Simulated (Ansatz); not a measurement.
Wires are cut from relaxed bulk MgS (Fm-3m, 17.88 Å³/atom, gap on the mesh 2.76 eV); atoms and period are relaxed, and energies count from that bulk.

Level of theory: Ansatz, DFT PBE, scalar-relativistic, plane waves, PAW.

Cutoff 420 eV, Gaussian smearing of 0.05 eV, energies at zero smearing, symmetry of each start kept, no spin polarisation.

```csv
start,atoms,k mesh,excess energy (eV per host atom),line energy (eV/Å),period (Å),gap on the mesh (eV),highest filled level or Fermi level under vacuum (eV)
"[111] wire, 8 host atoms a period*",8,1×1×4,0.308,0.514,4.786,3.21,5.69
"[111] wire, 20 host atoms a period",20,1×1×4,0.559,1.169,9.567,2.24,-
```

* ends far from its start.

Each run keeps its start's symmetry and one magnetic start, so lower states can exist.

Cost: 2 runs of about 36 core-minutes in all, on Arm Neoverse N1 (shared hosts).